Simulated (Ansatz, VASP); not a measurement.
One calculation of As, two programs

```
As
1.0
     2.31499    0.00000    0.00000
     0.00000    2.31499    0.00000
     0.00000    0.00000    2.31499
As
1
Cartesian
  0.0000 0.0000 0.0000
```

Change from the starting cell: volume scaled by 0.65, PAW files.

Alike in both runs: task single point; functional LDA; k mesh 15 × 15 × 15; occupations fermi-dirac, width 0.08 eV; no spin polarisation.

|  | VASP | Ansatz |
| --- | --- | --- |
| version | VASP 6.6.1 | Ansatz 0.2.0 |
| potentials or method | VASP PAW LDA potentials, release 64 (As) | PAW with Ansatz's default frozen-core files, scalar-relativistic |
| plane-wave cutoff (eV) | 520 | 420 |
| valence electrons in the cell | 5 | 15 |

Ansatz gave:

- pressure (GPa): 102.3

**Question.** Which values does VASP return?

**Answer.** Pressure (GPa): 106.4.

The two sets of potentials don't hold the same shells in valence.

Caveats: the cell as given lies far from equilibrium; so large a pressure means that the cell lies far from this level's equilibrium, or that cutoff or potentials fall short (VASP).
